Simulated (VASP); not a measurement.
# C (P6_3/mmc) in VASP: a series of runs

The runs below take C through single point, with PBE+D3(BJ).

Program: VASP 6.6.1. These are calculated values, not measurements. Logs are shortened: lines on timing, memory, paths and dates and some standing lists are left out, and cuts for length are marked.

## Step 1: The crystal as given

It takes space group P6_3/mmc (No. 194, hexagonal). The conventional cell has a = 2.456 Å, b = 2.456 Å, c = 6.696 Å, α = 90.00°, β = 90.00°, γ = 120.00°. C (site symmetry -6m2) has 3 C at 1.42 Å as nearest neighbours. C (site symmetry -6m2) has 3 C at 1.42 Å as nearest neighbours.

## Step 2: Single point, PBE+D3(BJ)

Input file INCAR:

```
SYSTEM = C
  ALGO = Fast
  EDIFF = 1E-7
  ENCUT = 520
  GGA = PE
  ISIF = 2
  ISMEAR = 0
  IVDW = 12
  LASPH = .TRUE.
  LCHARG = .FALSE.
  LREAL = .FALSE.
  LWAVE = .FALSE.
  NELM = 80
  PREC = Accurate
  SIGMA = 0.02
```

Input file KPOINTS:

```
k-points
0
G
  9 9 4
  0 0 0
```

Input file POSCAR:

```
C
1.0
    2.4560000000      0.0000000000      0.0000000000
   -1.2280000000      2.1269583900      0.0000000000
    0.0000000000      0.0000000000      6.6960000000
C
4
Direct
    0.0000000000      0.0000000000      0.7500000000
    0.0000000000      0.0000000000      0.2500000000
    0.3333333300      0.6666666700      0.7500000000
    0.6666666700      0.3333333300      0.2500000000
```

Potentials or basis: VASP PAW PBE potentials, release 64 (C).

Started as:

```sh
$ cat potpaw_PBE.64/C/POTCAR > POTCAR
$ mpirun -np 1 vasp_std > vasp.out
```

OUTCAR:

```text
SYSTEM = C
   EDIFF = 1E-7
   ENCUT = 520
   GGA = PE
   ISIF = 2
   ISMEAR = 0
   IVDW = 12
   LASPH = .TRUE.
   LREAL = .FALSE.
   NELM = 80
   PREC = Accurate
 IVDW          = 12

 ion  position               nearest neighbor table
   1  0.000  0.000  0.750-   3 1.42   3 1.42   3 1.42
   2  0.000  0.000  0.250-   4 1.42   4 1.42   4 1.42
   3  0.333  0.667  0.750-   1 1.42   1 1.42   1 1.42
   4  0.667  0.333  0.250-   2 1.42   2 1.42   2 1.42

  LATTYP: Found a hexagonal cell.
 ALAT       =     2.4560000000
 C/A-ratio  =     2.7263843648

  Lattice vectors:

 A1 = (   2.4560000000,   0.0000000000,   0.0000000000)
 A2 = (  -1.2280000000,   2.1269583900,   0.0000000000)
 A3 = (   0.0000000000,   0.0000000000,   6.6960000000)

Analysis of symmetry for initial positions (statically):
=====================================================================
 Subroutine PRICEL returns:
 Original cell was already a primitive cell.

 Routine SETGRP: Setting up the symmetry group for a
 hexagonal supercell.

 Subroutine GETGRP returns: Found 24 space group operations
 (whereof 12 operations were pure point group operations)
 out of a pool of 24 trial point group operations.

The static configuration has the point symmetry D_3d.
 The point group associated with its full space group is D_6h.

Analysis of symmetry for dynamics (positions and initial velocities):
=====================================================================
 Subroutine PRICEL returns:
 Original cell was already a primitive cell.

 Routine SETGRP: Setting up the symmetry group for a
 hexagonal supercell.

 Subroutine GETGRP returns: Found 24 space group operations
 (whereof 12 operations were pure point group operations)
 out of a pool of 24 trial point group operations.

The dynamic configuration has the point symmetry D_3d.
 The point group associated with its full space group is D_6h.

 Subroutine INISYM returns: Found 24 space group operations
 (whereof 12 operations are pure point group operations),
 and found     1 'primitive' translations

----------------------------------------------------------------------------------------

                                     Primitive cell

  volume of cell :      34.9786

  direct lattice vectors                    reciprocal lattice vectors
     2.456000000  0.000000000  0.000000000     0.407166124  0.235077471  0.000000000
    -1.228000000  2.126958390  0.000000000     0.000000000  0.470154943  0.000000000
[... 104 lines left out ...]
   ISMEAR =     0;   SIGMA  =   0.02  broadening in eV -4-tet -1-fermi 0-gaus
   EFERMI_NEDOS =   21; number of points for ismear=-14 and -15
   IALGO  =     68    algorithm
   IMIX   =      4    mixing-type and parameters
     AMIX     =   0.40;   BMIX     =  1.00
     AMIX_MAG =   1.60;   BMIX_MAG =  1.00
  volume/ion in A,a.u.               =       8.74        59.01
  Fermi-wavevector in a.u.,A,eV,Ry     =   1.261384  2.383670 21.648079  1.591089
  Thomas-Fermi vector in A             =   2.394846
   LORBIT       =      0    0 simple, 1 ext, 2 COOP (PROOUT), +10 PAW based schemes
   GGA     = PE    functional components
   LHFCALC =     F    Hartree Fock is set to
   AEXX    =    0.0000 exact exchange contribution
   IVDW    =    12    specifies the selected vdW correction
   LEPSILON=     F    determine dielectric tensor
   LRPA    =     F    only Hartree local field effects (RPA)
 non-spin polarized calculation
 RMM-DIIS sequential band-by-band and
 Gauss-broadening in eV      SIGMA  =   0.02
  energy-cutoff  :      520.00
  volume of cell :       34.98
 maximum number of plane-waves:       979
   NGX =  9   NGY =  9   NGZ = 25

 number of electron      15.9999994 magnetization

 Free energy of the ion-electron system (eV)
  ---------------------------------------------------
  ext. energy  EPLUGINS =         0.00000000
  ---------------------------------------------------
  free energy    TOTEN  =       -36.81684474 eV

  energy without entropy =      -36.81629106  energy(sigma->0) =      -36.81656790

 E-fermi :   4.7557     XC(G=0): -10.3605

 val. band max:        4.7547665192   @ k =   0.3333   0.3333   0.5000
 cond. band min:       4.7559495989   @ k =   0.3333   0.3333   0.2500
 fundamental gap:      0.0011830797
 Fermi energy:         4.7556705862

 k-point     1 :       0.0000    0.0000    0.0000
  band No.  band energies     occupation
      1     -14.9802      2.00000
      2     -14.6767      2.00000
      3      -3.8316      2.00000
      4      -1.8514      2.00000
      5       1.7487      2.00000
      6       1.7487      2.00000
      7       1.7671      2.00000
      8       1.7671      2.00000
      9       9.0224      0.00000
     10      13.1554      0.00000
     11      13.1708      0.00000
     12      13.2075      0.00000
[... 331 lines left out ...]
 k-point    24 :       0.3333    0.3333    0.2500
  band No.  band energies     occupation
      1      -7.9128      2.00000
      2      -7.8413      2.00000
      3      -7.8413      2.00000
      4      -7.7774      2.00000
      5      -5.8528      2.00000
      6      -5.8528      2.00000
      7       4.2996      2.00000
      8       4.7559      0.98426
      9       4.7559      0.98426
     10       5.2567      0.00000
     11      15.3143      0.00000
     12      15.3143      0.00000

 [... further k-points ...]

------------------------ aborting loop because EDIFF is reached ----------------------------------------

 Edisp (eV)   -0.62732

 E8    (eV) :    -0.1778

  FORCE on cell =-STRESS in cart. coord.  units (eV):
  Direction    XX          YY          ZZ          XY          YZ          ZX
  --------------------------------------------------------------------------------------
  -------------------------------------------------------------------------------------
  Total       1.26121     1.26121    -0.01603     0.00000     0.00000     0.00000
  in kB      57.76915    57.76915    -0.73441     0.00000     0.00000     0.00000
  external pressure =       38.27 kB  Pullay stress =        0.00 kB

 VOLUME and BASIS-vectors are now :
 -----------------------------------------------------------------------------
  energy-cutoff  :      520.00
  volume of cell :       34.98
      direct lattice vectors                 reciprocal lattice vectors
     2.456000000  0.000000000  0.000000000     0.407166124  0.235077471  0.000000000
    -1.228000000  2.126958390  0.000000000     0.000000000  0.470154943  0.000000000
     0.000000000  0.000000000  6.696000000     0.000000000  0.000000000  0.149342891

 POSITION                                       TOTAL-FORCE (eV/Angst)
 -----------------------------------------------------------------------------------
      0.00000      0.00000      5.02200         0.000000      0.000000     -0.000000
      0.00000      0.00000      1.67400        -0.000000     -0.000000     -0.000000
     -0.00000      1.41797      5.02200        -0.000000      0.000000      0.000000
      1.22800      0.70899      1.67400         0.000000     -0.000000      0.000000
 -----------------------------------------------------------------------------------
    total drift:                               -0.000000      0.000000     -0.000000

  FREE ENERGIE OF THE ION-ELECTRON SYSTEM (eV)
  ---------------------------------------------------
  free  energy   TOTEN  =       -37.4441684067 eV

  energy  without entropy=      -37.4436147215  energy(sigma->0) =      -37.44389156
```

stdout:

```text
POSCAR found type information on POSCAR C
 POSCAR found :  1 types and       4 ions
 scaLAPACK will be used
 LDA part: xc-table for (Slater+PW92), standard interpolation
 POSCAR, INCAR and KPOINTS ok, starting setup
 FFT: planning ... GRIDC
 FFT: planning ... GRID_SOFT
 FFT: planning ... GRID
 WAVECAR not read
 entering main loop
WARNING in EDDRMM: call to ZHEGV failed, returncode =   8  4     12
```

Run time: 8.9 s. Hardware: 1 thread of Intel Xeon 6975P-C (Granite Rapids), shared host; peak memory 0.15 GiB.

What came out:

- Free energy: -37.4442 eV
- Pressure: 3.8 GPa
- Band gap on the k mesh: none (metal or under the smearing width)
- Dispersion energy per atom: -0.157 eV

Levels at points of the mesh, in eV from the Fermi level:
```
           k point  band 4  band 5  band 6  band 7  band 8  band 9  band 10  band 11  band 12
(0.00, 0.00, 0.00)   -6.61   -3.01   -3.01   -2.99   -2.99    4.27     8.40     8.42     8.45
(0.00, 0.00, 0.50)   -7.69   -3.00   -3.00   -3.00   -3.00    8.42     8.42     8.43     8.43
```

## Step 3: Single point, PBE+D3(BJ)

INCAR is that of step 2.

Input file KPOINTS:

```
k-points
0
G
  12 12 4
  0 0 0
```

POSCAR is that of step 2.

Potentials or basis: VASP PAW PBE potentials, release 64 (C).

Started as:

```sh
$ cat potpaw_PBE.64/C/POTCAR > POTCAR
$ mpirun -np 1 vasp_std > vasp.out
```

Run time: 16 s. Hardware: 1 thread of Intel Xeon 6975P-C (Granite Rapids), shared host; peak memory 0.15 GiB.

Results (log left out):

```
Free energy                : -37.4571 eV
Pressure                   : 3.8 GPa
Band gap on the k mesh     : none (metal or under the smearing width)
Dispersion energy per atom : -0.157 eV
```

Stress tensor (GPa, compression positive):
```
5.66 0.00 0.00
0.00 5.66 0.00
0.00 0.00 0.04
```

Levels at points of the mesh, in eV from the Fermi level:
```
           k point  band 6  band 7  band 8  band 9  band 10  band 11
(0.00, 0.00, 0.00)   -3.01   -2.99   -2.99    4.27     8.40     8.41
(0.50, 0.00, 0.00)   -6.39   -2.78   -2.09    1.52     2.20     7.32
(0.00, 0.00, 0.50)   -3.00   -3.00   -3.00    8.42     8.43     8.43
(0.50, 0.00, 0.50)   -6.41   -2.37   -2.37    1.66     1.66     7.52
```

## Step 4: Single point, PBE+D3(BJ)

INCAR is that of step 3.

Input file KPOINTS:

```
k-points
0
G
  15 15 6
  0 0 0
```

POSCAR is that of step 3.

Started as:

```sh
$ cat potpaw_PBE.64/C/POTCAR > POTCAR
$ mpirun -np 1 vasp_std > vasp.out
```

Run time: 27 s. Hardware: 1 thread of Intel Xeon 6975P-C (Granite Rapids), shared host; peak memory 0.17 GiB.

Results (log left out):

```yaml
Free_energy: -37.4616 eV
Pressure: 3.8 GPa
Band_gap_on_the_k_mesh: none (metal or under the smearing width)
Dispersion_energy_per_atom: -0.157 eV
```

Stress tensor (GPa, compression positive):
```
5.61 0.00 0.00
0.00 5.61 0.00
0.00 0.00 0.06
```

Levels at points of the mesh, in eV from the Fermi level:
```tsv
k point	band 5	band 6	band 7	band 8	band 9	band 10	band 11	band 12
(0.00, 0.00, 0.00)	-3.01	-3.01	-2.99	-2.99	4.27	8.40	8.41	8.45
(0.00, 0.00, 0.50)	-3.00	-3.00	-3.00	-3.00	8.42	8.43	8.43	8.43
```

## Step 5: Single point, PBE+D3(BJ)

INCAR is that of step 4.

Input file KPOINTS:

```
k-points
0
G
  21 21 8
  0 0 0
```

POSCAR is that of step 4.

Started as:

```sh
$ cat potpaw_PBE.64/C/POTCAR > POTCAR
$ mpirun -np 1 vasp_std > vasp.out
```

It took 57 s on 1 thread of Intel Xeon 6975P-C (Granite Rapids), shared host; peak memory 0.21 GiB.

It converged, with:

- Free energy: -37.4641 eV
- Pressure: 3.8 GPa
- Band gap on the k mesh: none (metal or under the smearing width)
- Dispersion energy per atom: -0.157 eV

Stress tensor (GPa, compression positive):
```
5.59 0.00 0.00
0.00 5.59 0.00
0.00 0.00 0.09
```

Levels at points of the mesh, in eV from the Fermi level:
```tsv
k point	band 5	band 6	band 7	band 8	band 9	band 10	band 11	band 12
(0.00, 0.00, 0.00)	-3.01	-3.01	-2.99	-2.99	4.27	8.40	8.41	8.45
(0.00, 0.00, 0.50)	-3.00	-3.00	-3.00	-3.00	8.42	8.42	8.43	8.43
```

## Step 6: Single point, PBE+D3(BJ)

Changes to INCAR since step 5:

```diff
@@ -3,3 +3,3 @@
   EDIFF = 1E-7
-  ENCUT = 520
+  ENCUT = 200
   GGA = PE
```

Input file KPOINTS:

```
k-points
0
G
  12 12 4
  0 0 0
```

POSCAR is that of step 5.

Potentials or basis: VASP PAW PBE potentials, release 64 (C).

Started as:

```sh
$ cat potpaw_PBE.64/C/POTCAR > POTCAR
$ mpirun -np 1 vasp_std > vasp.out
```

Wall time 3.9 s (1 thread of Intel Xeon 6975P-C (Granite Rapids), shared host); peak memory 0.12 GiB.

The run converged, but a check on its numbers failed (symmetry, net force, bounds or a known fault of this set-up), so they aren't taken as properties of the crystal.

Caveat: the cutoff lies under the usual one of these potentials, so the numbers hold a large basis-set error; a pressure of tens of GPa on the cell as given is suspect, and the run, the potentials or the cell itself is likely at fault.

## Step 7: The runs side by side

```tsv
k mesh	gap on the mesh (eV)	pressure (GPa)
9 × 9 × 4	none	3.8
12 × 12 × 4	none	3.8
15 × 15 × 6	none	3.8
21 × 21 × 8	none	3.8
```

Alike in all rows: task single point; level PBE+D3(BJ); potentials or basis VASP PAW PBE potentials, release 64 (C); no spin polarisation; cell as given; cutoff (eV) 520; smearing gaussian 0.02 eV.

Every run on the cell as given and a fine mesh finds a metal.

Total energies depend on the potentials used, so only differences within one code and one set of settings carry meaning.
